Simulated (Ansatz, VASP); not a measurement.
## One calculation of Ti, two programs

INCAR

```
  ALGO = Normal
  EDIFF = 1E-8
  ENCUT = 520
  ISIF = 2
  ISMEAR = -1
  LASPH = T
  LCHARG = F
  LEFG = T
  LREAL = F
  LWAVE = F
  NBANDS = 12
  NELM = 80
  PREC = Accurate
  SIGMA = 0.05
```

Contents of KPOINTS:

```
k-points
0
Gamma
  14 14 14
```

Contents of POSCAR:

```
Ti
1.0
   -1.6625945817      1.6625945817      1.6625945817
    1.6625945817     -1.6625945817      1.6625945817
    1.6625945817      1.6625945817     -1.6625945817
Ti
1
Direct
    0.0000000000      0.0000000000      0.0000000000
```

Input for Ansatz:

```yaml
crystal:
  lattice:
    - [-1.6625945817, 1.6625945817, 1.6625945817]
    - [1.6625945817, -1.6625945817, 1.6625945817]
    - [1.6625945817, 1.6625945817, -1.6625945817]
  atoms:
    - { symbol: Ti, position: [0.0, 0.0, 0.0] }
kpoints:
  mp_grid: { grid: [14, 14, 14] }
scf:
  occupations: { method: fermi_dirac, width: 0.05 }
hamiltonian:
  xc: lda
  pseudopotentials: { kind: paw }
output:
  forces: true
  stress: true
  eigenvalues: true
  efg: { contact_densities: true }
```

Change from the starting cell: functional lda, volume scaled by 1.04, PAW files.

Alike in both runs: task electric field gradients; functional LDA; k mesh 14 × 14 × 14; occupations fermi-dirac, width 0.05 eV; no spin polarisation.

```csv
,VASP,Ansatz
version,VASP 6.6.1,Ansatz 0.2.0
potentials or method,"VASP PAW LDA potentials, release 64 (Ti_sv)","PAW with Ansatz's default frozen-core files, scalar-relativistic"
plane-wave cutoff (eV),520,420
valence electrons in the cell,12,12
```

```csv
,VASP,Ansatz,Ansatz less VASP
pressure (GPa),-13.8,-13.7,+0.02
Vzz of the field gradient on the site that differs most (V/Å²),0.0,0.0,0.00
```
